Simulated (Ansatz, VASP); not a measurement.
# Mg in VASP and in Ansatz

```xyz
2
Lattice="3.1130 0.0000 0.0000 -1.5565 2.6959 0.0000 0.0000 0.0000 5.2103" Properties=species:S:1:pos:R:3 pbc="T T T"
Mg    0.0000    1.7973    1.3026
Mg    1.5565    0.8986    3.9077
```

Change from the starting cell: equal xx and yy strain of -3 %, PAW files.

Alike in both runs: task electric field gradients; functional PBEsol; k mesh 12 × 12 × 7; occupations fermi-dirac, width 0.08 eV; no spin polarisation.

```csv
,VASP,Ansatz
version,VASP 6.6.1,Ansatz 0.2.0
potentials or method,"VASP PAW PBE potentials, release 64 (Mg)","PAW with Ansatz's default frozen-core files, scalar-relativistic"
plane-wave cutoff (eV),520,420
valence electrons in the cell,4,20
```

|  | VASP | Ansatz | Ansatz less VASP |
| --- | --- | --- | --- |
| pressure (GPa) | 1.2 | 1.2 | +0.04 |
| largest component of the traceless stress (GPa) | 1.88 | 1.86 | -0.015 |
| Vzz of the field gradient on the site that differs most (V/Å²) | 2.7 | 2.5 | -0.23 |

The two sets of potentials don't hold the same shells in valence.

Caveats: the PAW data sets were made with another functional, which shifts forces and pressure a little (VASP).
